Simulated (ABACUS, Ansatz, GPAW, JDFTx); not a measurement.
## Equation of state of CoAl under PBE

```xyz
2
Lattice="2.8194 0.0000 0.0000 0.0000 2.8194 0.0000 0.0000 0.0000 2.8194" Properties=species:S:1:pos:R:3 pbc="T T T"
Co    1.4097    1.4097    1.4097
Al    0.0000    0.0000    0.0000
```

The cell is a database's computed one, not the measured one.

The cell was scaled at fixed shape and fractions and run with Ansatz, all-electron LAPW, scalar-relativistic; PBE, k mesh 9 × 9 × 9 on the cell of 2 atoms, fermi-dirac occupations of 0.05 eV, collinear spin, ferromagnetic start, no spin-orbit coupling. Energies are those that the program minimises, any entropy of the smearing included. For a metal such a mesh isn't converged to the digits shown. The moments vanished.

```tsv
V (Å³/atom)	energy over the lowest row (meV/atom)
10.5334	64.02
10.7575	?
10.9817	19.74
11.2058	7.56
11.4299	1.17
11.6540	0.00
11.8781	3.55
```

Task: Fit the third-order Birch-Murnaghan form, give V0, B0 and B′, and predict the energy left open.

Result: With y = (V0/V)^(2/3), E = E0 + (9 V0 B0/16) [(y - 1)³ B′ + (y - 1)² (6 - 4y)]. Least squares through the rows shown give V0 = 11.5945 Å³/atom, E0 = -0.17 meV, B0 = 179.2 GPa (1 eV/Å³ = 160.218 GPa) and B′ = 4.24, with a largest miss of 0.02 meV. At V = 10.7575 the form with these constants gives 38.34 meV; the run gave 38.33 meV an atom. Other set-ups at this level, from all their volumes (Å³/atom, GPa): ABACUS, PseudoDojo NC SR 0.4.1 PBE standard, plane waves: V0 11.592, B0 179.5; Ansatz, Ansatz PAW (earlier soft set): V0 11.596, B0 179.1; GPAW, GPAW PAW data sets (gpaw-data 1.2.1): V0 11.674, B0 179.2; JDFTx, PseudoDojo-SR-PBE-0.5-standard: V0 11.592, B0 179.9.
